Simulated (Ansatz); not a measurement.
# Co (hcp type): how the settings move a single-point run

Question: which choices in the input matter for Co (hcp type)?

Method: reference: DFT, PBE, PAW with Ansatz's default frozen-core files, scalar-relativistic, in Ansatz 0.2.0.

1 further run of the same task is left out (set aside as unsound or not needed).

## (1) The structure to begin with

It takes space group P6_3/mmc (No. 194, hexagonal). The conventional cell has a = 2.496 Å, b = 2.496 Å, c = 4.030 Å, α = 90.00°, β = 90.00°, γ = 120.00°. Around Co (site symmetry -6m2) lie 12 Co at 2.48 to 2.50 Å.

Structure file:

```cif
data_structure
_symmetry_space_group_name_H-M 'P 1'
_symmetry_Int_Tables_number 1
_cell_length_a 2.4956
_cell_length_b 2.4956
_cell_length_c 4.0301
_cell_angle_alpha 90.000
_cell_angle_beta 90.000
_cell_angle_gamma 120.000
_cell_volume 21.74
loop_
_atom_site_label
_atom_site_type_symbol
_atom_site_fract_x
_atom_site_fract_y
_atom_site_fract_z
_atom_site_occupancy
Co1 Co 0.33333 0.66667 0.25000 1
Co2 Co 0.66667 0.33333 0.75000 1
```

## (2) Reference

input.yaml

```yaml
crystal:
  lattice:
    - [2.4955665827, 0.0, 0.0]
    - [-1.2477832914, 2.1612240575, 0.0]
    - [0.0, 0.0, 4.0300996499]
  atoms:
    - { symbol: Co, position: [0.3333333333, 0.6666666667, 0.25], spin: 1.7 }
    - { symbol: Co, position: [0.6666666667, 0.3333333333, 0.75], spin: 1.7 }
magnetization:
  spin_polarized: true
kpoints:
  mp_grid: { grid: [17, 17, 10] }
  band_path:
    path:
      - [0.0, 0.0, 0.0]
      - [0.5, 0.0, 0.0]
      - [0.3333333333, 0.3333333333, 0.0]
      - [0.0, 0.0, 0.0]
      - [0.0, 0.0, 0.5]
      - [0.5, 0.0, 0.5]
      - [0.3333333333, 0.3333333333, 0.5]
      - [0.0, 0.0, 0.5]
      - [0.5, 0.0, 0.5]
    npoints: 8
scf:
  occupations: { method: fermi_dirac, width: 0.05 }
hamiltonian:
  xc: pbe
  pseudopotentials: { kind: paw }
output:
  forces: true
  stress: true
  eigenvalues: true
  populations: true
  dos: { projected: true, de: 0.2, e_range: [-14, 8] }
  write_density: true
  write_potential: true
  elf: true
  volumetric_format: npy
```

Run with:

```
ansatz run input.yaml --threads 1 --pin off --max-ram 3072MiB --backend cpu --events-out ev --progress --plain --runs-dir out
```

## (3) Changing settings: xc revpbe

Edit input.yaml of step 2 so:

```diff
@@ -27,3 +27,3 @@
 hamiltonian:
-  xc: pbe
+  xc: revpbe
   pseudopotentials: { kind: paw }
@@ -34,6 +34 @@
   populations: true
-  dos: { projected: true, de: 0.2, e_range: [-14, 8] }
-  write_density: true
-  write_potential: true
-  elf: true
-  volumetric_format: npy
```

Q: Predict the outcome of this session. Wanted: for each run, ending; energy change; pressure; abs. moment; force.

As calculated:

```tsv
run	ending	energy change	pressure (GPa)	abs. moment (μB)	force (eV/Å)	cycles	time
reference	converged	-	0.0	3.58	0.00	10	18 s
1: xc revpbe	converged	not comparable	4.2	3.62	0.00	10	17 s
```

Times don't compare one to one where runs were asked for different outputs or read a saved state (see the inputs); cycles may leave out searches for a lower state.

Residual by cycle in the longest SCF loop of each run; runs are numbered as in the table. The quantity is the density residual dr2, in eV.

```tsv
cycle	reference	run 1
1	2.32	2.17
2	0.155	0.148
3	0.0051	0.00423
4	0.0617	0.058
5	2.2e-4	5.4e-4
6	1.0e-5	1.6e-5
7	3.5e-5	2.3e-5
8	8.2e-7	3.8e-7
9	3.4e-9	3.2e-8
10	1.3e-9	5.3e-9
```

Total energies don't compare across a change of functional; the pressure goes from 0.0 to 4.2 GPa. At this fixed cell a higher pressure means that this functional prefers a larger volume than the reference.
